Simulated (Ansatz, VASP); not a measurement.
# Two plane-wave programs on Ta

```
Ta
1.0
    -1.64119    1.64119    1.64119
     1.64119   -1.64119    1.64119
     1.64119    1.64119   -1.64119
Ta
1
Direct
  0.00000 0.00000 0.00000
```

Alike in both runs: task single point; functional PBEsol; k mesh 14 × 14 × 14; occupations fermi-dirac, width 0.1 eV; non-collinear spin, spin-orbit coupling.

```csv
,VASP,Ansatz
version,VASP 6.6.1,Ansatz 0.2.0
potentials or method,"VASP PAW PBE potentials, release 64 (Ta_pv)","PAW with Ansatz's default frozen-core files, fully relativistic files with spin-orbit coupling"
plane-wave cutoff (eV),520,420
valence electrons in the cell,11,13
```

|  | VASP | Ansatz | Ansatz less VASP |
| --- | --- | --- | --- |
| pressure (GPa) | 0.0 | -0.1 | -0.09 |
| net moment per atom (μB) | 0.00 | 0.00 | 0.000 |

The two sets of potentials don't hold the same shells in valence.

Caveats: the PAW data sets were made with another functional, which shifts forces and pressure a little (VASP).
